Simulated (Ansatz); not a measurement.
# SiO2 (Cristobalite): the cost of one run

Program: Ansatz 0.2.0. Level of theory: DFT PBEsol, scalar-relativistic, plane waves, PAW. These are calculated values, not measurements.

That is the level of the relaxation; later steps name their own.

1 further run of the same task is left out (set aside as unsound or not needed).

## 1. The starting structure

Symmetry: P4_12_12, No. 92, tetragonal system. The conventional cell has a = 5.027 Å, b = 5.027 Å, c = 7.006 Å, α = 90.00°, β = 90.00°, γ = 90.00°. Si (site symmetry 2) has 4 O at 1.62 Å as nearest neighbours. O (site symmetry 1) has 2 Si at 1.62 Å as nearest neighbours.

Coordinates:

```
CELL_PARAMETERS angstrom
5.02689 0.00000 0.00000
0.00000 5.02689 0.00000
0.00000 0.00000 7.00564
ATOMIC_POSITIONS crystal
Si 0.29816 0.29816 0.00000
Si 0.20184 0.79816 0.25000
Si 0.70184 0.70184 0.50000
Si 0.79816 0.20184 0.75000
O 0.23957 0.10207 0.17842
O 0.39793 0.73957 0.42842
O 0.76043 0.89793 0.67842
O 0.60207 0.26043 0.92842
O 0.73957 0.39793 0.57158
O 0.89793 0.76043 0.32158
O 0.26043 0.60207 0.07158
O 0.10207 0.23957 0.82158
```

It is the result of an earlier relaxation at this level (volume 14.75 Å³/atom; gap on the mesh: 5.57 eV).

## 2. Band edges over the whole zone

File input.yaml:

```yaml
crystal:
  lattice:
    - [5.0268852396, 0.0, 0.0]
    - [0.0, 5.0268852396, 0.0]
    - [0.0, 0.0, 7.0056415012]
  atoms:
    - { symbol: Si, position: [0.2981585266, 0.2981585266, 0.0] }
    - { symbol: Si, position: [0.2018414734, 0.7981585266, 0.25] }
    - { symbol: Si, position: [0.7018414734, 0.7018414734, 0.5] }
    - { symbol: Si, position: [0.7981585266, 0.2018414734, 0.75] }
    - { symbol: O, position: [0.239571994, 0.1020661836, 0.1784157939] }
    - { symbol: O, position: [0.3979338164, 0.739571994, 0.4284157939] }
    - { symbol: O, position: [0.760428006, 0.8979338164, 0.6784157939] }
    - { symbol: O, position: [0.6020661836, 0.260428006, 0.9284157939] }
    - { symbol: O, position: [0.739571994, 0.3979338164, 0.5715842061] }
    - { symbol: O, position: [0.8979338164, 0.760428006, 0.3215842061] }
    - { symbol: O, position: [0.260428006, 0.6020661836, 0.0715842061] }
    - { symbol: O, position: [0.1020661836, 0.239571994, 0.8215842061] }
basis:
  ecutwfc: 420
kpoints:
  mp_grid: { grid: [6, 6, 4] }
  band_path: { path: [VBM, CBM], npoints: 2 }
hamiltonian:
  xc: pbesol
scf:
  occupations: { method: gaussian, width: 0.02 }
output:
  forces: true
  stress: true
  eigenvalues: true
```

Launch:

```sh
$ ansatz run input.yaml --threads 4 --pin off --max-ram 10240MiB --backend cpu --events-out ev --progress --plain --runs-dir out
```

Q: Estimate wall time and peak memory on 4 threads of Intel Xeon at 2.50GHz (Skylake/Cascade Lake), shared host.

About 33 s, with a peak of 0.6 GiB.
